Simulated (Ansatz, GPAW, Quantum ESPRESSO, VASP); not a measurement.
W: programs and potentials compared

```
W
1.0
    -1.58234    1.58234    1.58234
     1.58234   -1.58234    1.58234
     1.58234    1.58234   -1.58234
W
1
Direct
  0.00000 0.00000 0.00000
```

Alike in all runs: task band structure; functional LDA; k mesh 12 × 12 × 12; occupations fermi-dirac, width 0.05 eV; no spin polarisation; no spin-orbit coupling. LDA stands for any of its common fits. Pressure is positive in compression and, in plane waves, holds the error of the finite cutoff.

```tsv
program and potentials	plane-wave cutoff (eV)	notes	pressure (GPa)
GPAW, the program's PAW data sets (release 1.2.1) made for this functional	600	14 valence electrons an atom on average	-9.86
Quantum ESPRESSO, PseudoDojo 0.4.1 SR LDA standard	952	14 valence electrons an atom on average	-9.78
GPAW, the program's PAW data sets (release 1.2.1) made for this functional, other valence	600	6 valence electrons an atom on average	-1.07
Ansatz, all-electron LAPW, scalar-relativistic	-	-	-8.89
VASP, LDA PAW files W_sv, 520 eV	520	14 valence electrons an atom on average	-7.26
```

The pressure spans -9.86 (GPAW, the program's PAW data sets (release 1.2.1) made for this functional) to -1.07 GPa (GPAW, the program's PAW data sets (release 1.2.1) made for this functional, other valence), with all-electron results at -8.89.

Differences between rows come from potentials, basis sets and numerical settings, since the functional is the same but for its coding. Runs on potential files found faulty are left out.

All five runs place bcc tungsten under tension, so the LDA equilibrium volume is smaller than that of this cell, which is close to the experimental one. This is the usual LDA overbinding, and in a metal this stiff, with its d band about half filled and so its bonding d states nearly full, even a small lattice mismatch gives a pressure of several GPa.

The outlier is the six-electron GPAW data set, at -1.07 GPa against -8.89 GPa for all-electron LAPW. The 14-electron potentials fall on both sides of the LAPW value and much closer to it. The extra electrons are the 5s and 5p semicore shells, which overlap the 5d shell in space; freezing them probably misrepresents how the core–valence repulsion changes with volume. The near-zero pressure of the small-valence set is therefore no sign of greater accuracy, but an error that happens to offset the LDA overbinding. Agreement in pressure would not by itself establish agreement in the band energies.
